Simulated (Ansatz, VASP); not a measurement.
# Two plane-wave programs on BeTe

File POSCAR:

```
BeTe
1.0
    0.0000000000      2.7700000000      2.7700000000
    2.7700000000      0.0000000000      2.7700000000
    2.7700000000      2.7700000000      0.0000000000
Te Be
1 1
Direct
    0.7500000000      0.7500000000      0.7500000000
    0.0000000000      0.0000000000      0.0000000000
```

File INCAR.step1:

```
SYSTEM = BeTe
PREC = Accurate
ENCUT = 600
EDIFF = 1E-5
ISMEAR = -1
SIGMA = 0.05
LREAL = .False.
LASPH = .True.
NELM = 80
ALGO = Normal
LWAVE = .True.
LCHARG = .False.
GGA = PE
```

Contents of INCAR.step2:

```
SYSTEM = BeTe
PREC = Accurate
ENCUT = 600
EDIFF = 1E-6
ISMEAR = -1
SIGMA = 0.05
LREAL = .False.
LASPH = .True.
NELM = 80
ALGO = Normal
ISIF = 3
LWAVE = .False.
LCHARG = .False.
GGA = PE
LHFCALC = .True.
HFSCREEN = 0.3
PRECFOCK = Fast
IBRION = 2
NSW = 60
EDIFFG = -0.02
ISTART = 1
```

KPOINTS

```
regular mesh
0
Gamma
  4 4 4
  0 0 0
```

File input.yaml:

```yaml
crystal:
  lattice:
    - [0.0, 2.77, 2.77]
    - [2.77, 0.0, 2.77]
    - [2.77, 2.77, 0.0]
  atoms:
    - { symbol: Te, position: [0.75, 0.75, 0.75] }
    - { symbol: Be, position: [0.0, 0.0, 0.0] }
hamiltonian:
  xc: { exchange: pbe, correlation: pbe, exx: { coeff: 0.25, omega: 0.3 } }
  pseudopotentials: { kind: paw }
kpoints:
  mp_grid: { grid: [4, 4, 4] }
scf:
  occupations: { method: fermi_dirac, width: 0.05 }
output:
  forces: true
  stress: true
relax:
  f_tol: 0.01
  max_steps: 40
  cell: { stress_tol: 0.05 }
```

Alike in both runs: task relaxation of cell and atoms; functional HSE03; k mesh 4 × 4 × 4; occupations fermi-dirac, width 0.05 eV; no spin polarisation.

|  | VASP | Ansatz |
| --- | --- | --- |
| version | VASP 6.6.1 | Ansatz 0.2.0 |
| potentials or method | VASP PAW PBE potentials, release 64 (Te, Be) | Ansatz PAW |
| plane-wave cutoff (eV) | 600 | 420 |
| valence electrons in the cell | 8 | 18 |

Ansatz gave:

```
gap on the k mesh at the Fermi level, each at its own relaxed structure (eV) : 2.53
relaxed volume (Å³/atom)                                                     : 22.52
relaxed cell length with the largest relative difference (Å)                 : 3.994
energy change over the relaxation (meV/atom)                                 : -15
```

Task: Estimate VASP's values.

Result: gap on the k mesh at the Fermi level, each at its own relaxed structure (eV): 2.50; relaxed volume (Å³/atom): 22.49; relaxed cell length with the largest relative difference (Å): 3.992; energy change over the relaxation (meV/atom): -14.

The two sets of potentials don't hold the same shells in valence.

Caveats: the k mesh is coarse (spacing up to 0.49 Å⁻¹), so the values aren't converged, least of all with exact exchange; spin-orbit coupling is left out, which moves the levels of the heavy elements; the PAW data sets were made with another functional, which shifts forces and pressure a little (VASP); the plane-wave basis is chosen anew once the cell has moved, so the energies of steps on either side of that aren't comparable (Ansatz); the PAW data sets come from PBE, with cores solved anew for the run's functional, which leaves a small shift of forces and pressure (Ansatz). Zero-point motion and thermal expansion aren't in these numbers. A k mesh can miss the band edges.
